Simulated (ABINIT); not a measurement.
# ZnS (Wurtzite-2H) (P6_3mc) in ABINIT: notebook

The runs below take ZnS (Wurtzite-2H) through single point, with PBE, LDA.

Everything below comes from runs of ABINIT 10.8.3 (patched build). Logs are shortened: lines on timing, memory, paths and dates and some standing lists are left out, and cuts for length are marked. The log counts tension as positive stress, the text compression.

**Measured values to compare with.**

From a printed reference work, monograph, for a bulk crystal of ZnS at 4 K: band gap 3.911 eV (direct).

The results are compared with them further down.

### 1 The structure

It takes space group P6_3mc (No. 186, hexagonal). Conventional cell: a = 3.811 Å, b = 3.811 Å, c = 6.234 Å, α = 90.00°, β = 90.00°, γ = 120.00°. Zn (site symmetry 3m) has 4 S at 2.31 to 2.40 Å as nearest neighbours. S (site symmetry 3m) is surrounded by 4 Zn at 2.31 to 2.40 Å.

### 2 Single point, PBE

File run.abi:

```
# Pseudopotentials
pp_dirpath "./"
pseudos "Zn.GGA_PBE-JTH.xml, S.GGA_PBE-JTH.xml"

# Structure
acell 3*1.0
rprim
     7.2017462609     0.0000000000     0.0000000000
    -3.6008731305     6.2368952135     0.0000000000
     0.0000000000     0.0000000000    11.7805526609
ntypat 2
znucl 30 16
natom 4
typat 1 1 2 2
xred
     0.6666666667     0.3333333333     0.5000000000
     0.3333333333     0.6666666667     0.0000000000
     0.6666666667     0.3333333333     0.8850000000
     0.3333333333     0.6666666667     0.3850000000

# Plane-wave basis
ecut 20.0
pawecutdg 40.0

# k points
kptopt 1
ngkpt 6 6 4
nshiftk 1
shiftk 0.0 0.0 0.0

# Exchange and correlation
ixc 11

# Bands and occupations
nband 22
occopt 3
tsmear 0.05 eV

# SCF cycle
nstep 100
tolvrs 1.0e-9

# Output
iomode 3
prtwf 0
prteig 0
prtebands 0
enunit 1
prtvol 2
prtden 1
prtvha 1
prtvclmb 1
prtpot 1
```

Potentials or basis: JTH PAW PBE v2.0.

Run with:

```console
$ abinit run.abi > log 2>&1
```

run.abo:

```text
.Version 10.8.3 of ABINIT
 Symmetries : space group P6_3 m c (#186); Bravais hP (primitive hexag.)
================================================================================
 Values of the parameters that define the memory need of the present run
     intxc =       0    ionmov =       0      iscf =      17    lmnmax =      18
     lnmax =       6     mgfft =      48  mpssoang =       3    mqgrid =    3354
     natom =       4  nloc_mem =       2    nspden =       1   nspinor =       1
    nsppol =       1      nsym =      12    n1xccc =       1    ntypat =       2
    occopt =       3   xclevel =       2
       mpw =        2277          nfft =       43200          nkpt =          21
 PAW method is used; the additional fine FFT grid is defined by:
   mgfftf=        72    nfftf =    145800
================================================================================
================================================================================

--------------------------------------------------------------------------------
------------- Echo of variables that govern the present computation ------------
--------------------------------------------------------------------------------
 -outvars: echo values of preprocessed input variables --------
            acell      1.0000000000E+00  1.0000000000E+00  1.0000000000E+00 Bohr
              amu      6.53900000E+01  3.20660000E+01
             ecut      2.00000000E+01 Hartree
           enunit           1
              ixc          11
         kptrlatt        6    0    0      0    6    0      0    0    4
          kptrlen      4.32104776E+01
            natom           4
            nband          22
            ngfft          30      30      48
          ngfftdg          45      45      72
             nkpt          21
            nstep         100
             nsym          12
           ntypat           2
           occopt           3
        pawecutdg      4.00000000E+01 Hartree
         pawxcdev           0
        prtebands           0
           prteig           0
           prtpot           1
         prtvclmb           1
           prtvha           1
           prtvol           2
            prtwf           0
            rprim      7.2017462609E+00  0.0000000000E+00  0.0000000000E+00
                      -3.6008731305E+00  6.2368952135E+00  0.0000000000E+00
                       0.0000000000E+00  0.0000000000E+00  1.1780552661E+01
          spgroup         186
           tolvrs      1.00000000E-09
           tsmear      1.83746611E-03 Hartree
            typat      1  1  2  2
           useylm           1
           xangst      1.9054999987E+00  1.1001409372E+00  3.1169999979E+00
                      -1.7639312329E-11  2.2002818744E+00  0.0000000000E+00
                       1.9054999987E+00  1.1001409372E+00  5.5170899962E+00
                      -1.7639312329E-11  2.2002818744E+00  2.4000899984E+00
            xcart      3.6008731304E+00  2.0789650712E+00  5.8902763304E+00
                      -3.3333469350E-11  4.1579301423E+00  0.0000000000E+00
                       3.6008731304E+00  2.0789650712E+00  1.0425789105E+01
                      -3.3333469350E-11  4.1579301423E+00  4.5355127744E+00
             xred      6.6666666667E-01  3.3333333333E-01  5.0000000000E-01
                       3.3333333333E-01  6.6666666667E-01  0.0000000000E+00
                       6.6666666667E-01  3.3333333333E-01  8.8500000000E-01
                       3.3333333333E-01  6.6666666667E-01  3.8500000000E-01
            znucl       30.00000   16.00000

================================================================================

 chkinp: Checking input parameters for consistency.

================================================================================
== DATASET  1 ==================================================================

--- !DatasetInfo
iteration_state: {dtset: 1, }
dimensions: {natom: 4, nkpt: 21, mband: 22, nsppol: 1, nspinor: 1, nspden: 1, mpw: 2277, }
cutoff_energies: {ecut:  20.0, pawecutdg:  40.0, }
[... 236 lines left out ...]
    4      -0.000000000000      0.000000000000      0.071673901539

 cartesian coordinates (angstrom) at end:
    1      1.90549999868555     1.10014093717839     3.11699999788088
    2     -0.00000000001764     2.20028187435677     0.00000000000000
    3      1.90549999868555     1.10014093717839     5.51708999624916
    4     -0.00000000001764     2.20028187435677     2.40008999836828

 cartesian forces (hartree/bohr) at end:
    1     -0.00000000000000     0.00000000000000     0.00613962805198
    2      0.00000000000000     0.00000000000000     0.00613962805198
    3     -0.00000000000000    -0.00000000000000    -0.00613962805198
    4     -0.00000000000000    -0.00000000000000    -0.00613962805198
 frms,max,avg= 3.5447159E-03 6.1396281E-03   0.000E+00  0.000E+00  5.554E-05 h/b

 cartesian forces (eV/Angstrom) at end:
    1     -0.00000000000000     0.00000000000000     0.31571236818236
    2      0.00000000000000     0.00000000000000     0.31571236818236
    3     -0.00000000000000    -0.00000000000000    -0.31571236818236
    4     -0.00000000000000    -0.00000000000000    -0.31571236818236
 frms,max,avg= 1.8227662E-01 3.1571237E-01   0.000E+00  0.000E+00  2.856E-03 e/A
 length scales=  1.000000000000  1.000000000000  1.000000000000 bohr
              =  0.529177210544  0.529177210544  0.529177210544 angstroms
 Fermi (or HOMO) energy (eV) =   6.52848   Average Vxc (eV)=  -9.37479
 Eigenvalues (   eV  ) for nkpt=  21  k points:
 kpt#   1, nband= 22, wtk=  0.00694, kpt=  0.0000  0.0000  0.0000 (reduced coord)
  -7.81533   -6.89150   -0.98357   -0.98357   -0.91882   -0.91882   -0.91105   -0.50332
  -0.50332   -0.42319   -0.42319   -0.26389    0.21673    4.52667    4.52667    5.37373
   5.37373    5.38412    7.61804    8.36800   11.65943   11.65943
 kpt#   2, nband= 22, wtk=  0.04167, kpt=  0.1667  0.0000  0.0000 (reduced coord)
  -7.63004   -6.78755   -0.99539   -0.94091   -0.90634   -0.86380   -0.86273   -0.52862
  -0.50462   -0.50445   -0.41602   -0.19428    0.47029    3.27349    4.04215    4.11706
   5.12239    5.14970    8.75598    9.34567   11.18673   12.14697
 kpt#   3, nband= 22, wtk=  0.04167, kpt=  0.3333  0.0000  0.0000 (reduced coord)
  -7.18533   -6.59943   -0.97538   -0.86917   -0.85440   -0.74204   -0.72653   -0.57461
  -0.51981   -0.47971   -0.40104   -0.12366    0.78189    1.83769    2.34711    3.43694
   4.44100    4.63347    9.21043    9.58377   11.02526   12.14837
 kpt#   4, nband= 22, wtk=  0.02083, kpt=  0.5000  0.0000  0.0000 (reduced coord)
  -6.87851   -6.55663   -0.94863   -0.84343   -0.73122   -0.67964   -0.64254   -0.58882
  -0.44781   -0.39045   -0.32600   -0.30986    0.56266    1.16969    2.22751    3.13263
   3.82558    4.40165    8.99320    9.63724   10.55734   12.49297
 kpt#   5, nband= 22, wtk=  0.04167, kpt=  0.1667  0.1667  0.0000 (reduced coord)
[... 52 lines left out ...]
  -6.70795   -6.70795   -0.94792   -0.94792   -0.76208   -0.76208   -0.61710   -0.61710
  -0.42847   -0.42847   -0.26067   -0.26067    0.48697    0.48697    3.72237    3.72237
   3.85286    3.85286    8.99151    8.99151   10.51657   10.51657
 kpt#  19, nband= 22, wtk=  0.04167, kpt=  0.1667  0.1667  0.5000 (reduced coord)
  -6.98917   -6.98917   -0.94703   -0.94703   -0.85001   -0.85001   -0.78478   -0.78478
  -0.45585   -0.45585   -0.41772   -0.41772    1.82716    1.82716    3.69428    3.69428
   3.90266    3.90266   10.14067   10.14067   11.16241   11.16241
 kpt#  20, nband= 22, wtk=  0.08333, kpt=  0.3333  0.1667  0.5000 (reduced coord)
  -6.71278   -6.71278   -0.88837   -0.88837   -0.76563   -0.76563   -0.67768   -0.67768
  -0.45631   -0.45631   -0.28081   -0.28081    0.79820    0.79820    3.00576    3.00576
   4.00706    4.00706    9.68389    9.68389   11.22908   11.22908
 kpt#  21, nband= 22, wtk=  0.01389, kpt=  0.3333  0.3333  0.5000 (reduced coord)
  -6.61800   -6.61800   -0.79458   -0.79458   -0.78617   -0.78617   -0.59339   -0.59339
  -0.51226   -0.51226   -0.13035   -0.13035    0.61032    0.61032    2.27392    2.27392
   4.12948    4.12948    9.91014    9.91014   11.85569   11.85569
 Total charge density [el/Bohr^3]
)     Maximum=    1.9565E+00  at reduced coord.    0.6667    0.3333    0.5000
)Next maximum=    1.9565E+00  at reduced coord.    0.3333    0.6667    0.0000
)     Minimum=   -2.2710E-01  at reduced coord.    0.3333    0.6667    0.3889
)Next minimum=   -2.2710E-01  at reduced coord.    0.6667    0.3333    0.8889
   Integrated=    3.6000E+01

--- !EnergyTerms
iteration_state     : {dtset: 1, }
comment             : Components of total free energy in Hartree
kinetic             :  2.20608229185435E+01
hartree             :  4.24675021833814E+01
xc                  : -1.08907683825483E+01
Ewald energy        : -9.21733055375312E+01
psp_core            :  1.56215136293495E+00
local_psp           : -1.48961004411066E+02
PAW spherical_terms :  3.65462234725624E+01
internal            : -1.49388378393723E+02
'-kT*entropy'       : -4.05423350984180E-13
total_energy        : -1.49388378393724E+02
total_energy_eV     : -4.06506486513238E+03
...

--- !EnergyTermsDC
iteration_state     : {dtset: 1, }
comment             : '"Double-counting" decomposition of free energy'
band_energy         : -1.87779023295578E-01
Ewald energy        : -9.21733055375312E+01
psp_core            :  1.56215136293495E+00
xc_dc               : -4.15061702630485E+01
PAW spherical_terms : -1.70832836807780E+01
internal            : -1.49388387141718E+02
'-kT*entropy'       : -4.05423350984180E-13
total_energy_dc     : -1.49388387141719E+02
total_energy_dc_eV  : -4.06506510317745E+03
...

--- !EnergyTermsWithPAWCore
iteration_state     : {dtset: 1, }
comment             : 'Components of total free energy, including PAW core contributions'
Total energy        : -4.39062937671149E+03
Total energy DC     : -4.39062938545949E+03
Total energy (eV)   : -1.19475111832647E+05
Total energy DC (eV): -1.19475112070692E+05
...

 Cartesian components of stress tensor (hartree/bohr^3)
  sigma(1 1)= -8.48078720E-05  sigma(3 2)=  0.00000000E+00
  sigma(2 2)= -8.48078719E-05  sigma(3 1)=  0.00000000E+00
  sigma(3 3)= -1.56131096E-05  sigma(2 1)=  2.29876422E-14

-Cartesian components of stress tensor (GPa)         [Pressure=  1.8165E+00 GPa]
- sigma(1 1)= -2.49513374E+00  sigma(3 2)=  0.00000000E+00
- sigma(2 2)= -2.49513374E+00  sigma(3 1)=  0.00000000E+00
- sigma(3 3)= -4.59353545E-01  sigma(2 1)=  6.76319783E-10

== END DATASET(S) ==============================================================
================================================================================

 -outvars: echo values of variables after computation  --------
            acell      1.0000000000E+00  1.0000000000E+00  1.0000000000E+00 Bohr
           etotal     -1.4938838714E+02
            fcart     -9.3471955468E-29  3.2379635190E-29  6.1396280520E-03
                       2.0563830203E-28  5.5045379825E-28  6.1396280520E-03
                      -9.3471955468E-29 -1.4031175249E-28 -6.1396280520E-03
                      -1.8694391094E-29 -4.4252168094E-28 -6.1396280520E-03
            rprim      7.2017462609E+00  0.0000000000E+00  0.0000000000E+00
                      -3.6008731305E+00  6.2368952135E+00  0.0000000000E+00
                       0.0000000000E+00  0.0000000000E+00  1.1780552661E+01
           strten     -8.4807871954E-05 -8.4807871909E-05 -1.5613109643E-05
                       0.0000000000E+00  0.0000000000E+00  2.2987642189E-14
           xangst      1.9054999987E+00  1.1001409372E+00  3.1169999979E+00
                      -1.7639312329E-11  2.2002818744E+00  0.0000000000E+00
                       1.9054999987E+00  1.1001409372E+00  5.5170899962E+00
                      -1.7639312329E-11  2.2002818744E+00  2.4000899984E+00
             xred      6.6666666667E-01  3.3333333333E-01  5.0000000000E-01
                       3.3333333333E-01  6.6666666667E-01  0.0000000000E+00
                       6.6666666667E-01  3.3333333333E-01  8.8500000000E-01
                       3.3333333333E-01  6.6666666667E-01  3.8500000000E-01
 Calculation completed.
```

Wall time 89 s (1 thread of Arm Neoverse V2, shared host); peak memory 0.15 GiB.

What came out:

| Quantity | Value |
| --- | --- |
| Free energy | -4065.0651 eV |
| Largest force | 0.316 eV/Å |
| Band gap on the k mesh | 2.23 eV, direct |
| Valence electrons inside the program's atomic spheres | Zn 10.80; S 3.62 |

Forces on the atoms (eV/Å):
```
Zn   0.000  0.000  0.316
Zn   0.000  0.000  0.316
S    0.000  0.000 -0.316
S    0.000  0.000 -0.316
```

Levels at points of the mesh, in eV from the valence-band top:
| k point | band 15 | band 16 | band 17 | band 18 | band 19 | band 20 | band 21 | band 22 |
| --- | --- | --- | --- | --- | --- | --- | --- | --- |
| (0.00, 0.00, 0.00) | -0.86 | -0.01 | -0.01 | 0.00 | 2.23 | 2.98 | 6.28 | 6.28 |
| (0.50, 0.00, 0.00) | -3.16 | -2.25 | -1.56 | -0.98 | 3.61 | 4.25 | 5.17 | 7.11 |
| (0.00, 0.00, 0.50) | -0.45 | -0.45 | -0.45 | -0.45 | 3.50 | 3.50 | 6.70 | 6.70 |
| (0.50, 0.00, 0.50) | -1.66 | -1.66 | -1.53 | -1.53 | 3.61 | 3.61 | 5.13 | 5.13 |

Caveat: the cutoff is too short for stress, so the log's stress isn't used.

### 3 Single point, LDA

File run.abi:

```
pp_dirpath "./"
pseudos "Zn.LDA_PW-JTH.xml, S.LDA_PW-JTH.xml"

acell 3*1.0
rprim
     7.2017462609     0.0000000000     0.0000000000
    -3.6008731305     6.2368952135     0.0000000000
     0.0000000000     0.0000000000    11.7805526609
ntypat 2
znucl 30 16
natom 4
typat 1 1 2 2
xcart
     1.9055000002     1.1001409378     3.1170000000
    -0.0000000002     2.2002818760     0.0000000000
     1.9055000002     1.1001409378     5.5170900000
    -0.0000000002     2.2002818760     2.4000900000 Angstrom

ecut 20.0
pawecutdg 40.0

kptopt 1
ngkpt 10 10 6
nshiftk 1
shiftk 0.0 0.0 0.0

ixc 7

nband 22
occopt 3
tsmear 0.00183747

nstep 100
tolvrs 1.0e-9

iomode 3
prtwf 0
prteig 0
prtebands 0
prtden 1
prtvha 1
prtvclmb 1
prtpot 1
```

Potentials or basis: JTH PAW LDA v2.0.

Run with:

```console
$ abinit run.abi > log 2>&1
```

Run time: 3.6 min. Hardware: 1 thread of Arm Neoverse V2, shared host; peak memory 0.17 GiB.

It converged, with:

| Property | Result |
| --- | --- |
| Free energy | -4078.8485 eV |
| Largest force | 0.288 eV/Å |
| Band gap on the k mesh | 1.97 eV, direct |
| Valence electrons inside the program's atomic spheres | Zn 10.82; S 3.60 |

Forces in eV/Å, atoms in the order of the input:
```
Zn   0.000  0.000  0.288
Zn   0.000  0.000  0.288
S    0.000  0.000 -0.288
S    0.000  0.000 -0.288
```

Levels at points of the mesh, in eV from the valence-band top:
| k point | band 16 | band 17 | band 18 | band 19 | band 20 | band 21 |
| --- | --- | --- | --- | --- | --- | --- |
| (0.00, 0.00, 0.00) | -0.02 | -0.02 | 0.00 | 1.97 | 2.77 | 6.12 |
| (0.50, 0.00, 0.00) | -2.28 | -1.60 | -1.00 | 3.40 | 4.06 | 4.99 |
| (0.00, 0.00, 0.50) | -0.46 | -0.46 | -0.46 | 3.28 | 3.28 | 6.56 |
| (0.50, 0.00, 0.50) | -1.69 | -1.56 | -1.56 | 3.39 | 3.39 | 4.96 |

Caveat: the cutoff is too short for stress, so the log's stress isn't used.

### 4 How close it comes

Step 2. Against the measured gap of ZnS, 3.911 eV (direct; 4 K; a printed reference work, monograph), the calculated 2.23 eV is off by -1.68 eV. The value is that of PBE, without temperature or zero-point motion. Semilocal functionals fall short of measured gaps as a rule.

Step 3. Against the measured gap of ZnS, 3.911 eV (direct; 4 K; a printed reference work, monograph), the calculated 1.97 eV is off by -1.94 eV. The value is that of LDA, without temperature or zero-point motion. Semilocal functionals fall short of measured gaps as a rule.
